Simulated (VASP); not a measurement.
Set up this calculation in VASP 6.6.1, as the native input.

- Task: relaxation of the atoms
- Functional: LDA
- Potentials or basis: VASP PAW LDA potentials, release 64 (B, P)
- Cutoff: 600 eV
- k mesh: 10 × 10 × 10
- Occupations: gaussian, width 0.03 eV
- Spin: no spin polarisation
- Further INCAR settings: ALGO = Fast; EDIFF = 1e-07; IBRION = 2; EDIFFG = -0.01; NSW = 40

The structure of BP lies in POSCAR:

```
BP                                      
1.0
    0.0000000000      2.2744040772      2.2744040772
    2.2744040772      0.0000000000      2.2744040772
    2.2744040772      2.2744040772      0.0000000000
  B               P             
     1     1
Direct
     0.0000000000000000    0.0000000000000000    0.0000000000000000
     0.2500000000000000    0.2500000000000000    0.2500000000000000
```

The cell isn't the ideal one: a relaxed cell with its volume scaled by 1.04.

These files were run (other wordings do the same):

INCAR

```
SYSTEM = BP
  PREC = Accurate
  ENCUT = 600
  EDIFF = 1E-7
  ISMEAR = 0
  SIGMA = 0.03
  LREAL = .FALSE.
  LASPH = .TRUE.
  NELM = 80
  ALGO = Fast
  ISIF = 2
  LWAVE = .FALSE.
  LCHARG = .FALSE.
  IBRION = 2
  NSW = 40
  EDIFFG = -0.01
```

KPOINTS

```
Automatic mesh
0
G
  10 10 10
  0 0 0
```

Potentials or basis: VASP PAW LDA potentials, release 64 (B, P).

The run is started by

```sh
$ cat potpaw_LDA.64/B/POTCAR potpaw_LDA.64/P/POTCAR > POTCAR
$ mpirun -np 1 vasp_std > vasp.out
```

Results of the run:

```
Pressure after relaxing : -6.4 GPa
Band gap on the k mesh  : 1.20 eV, indirect (least direct gap 3.37 eV)
```

Caveat: the relaxation stopped at its first step, so nothing moved.

It used 7.5 s of CPU time on 1 thread of Intel(R) Xeon(R) Platinum 8559C (Emerald Rapids), on a shared host, which was overloaded at the time.
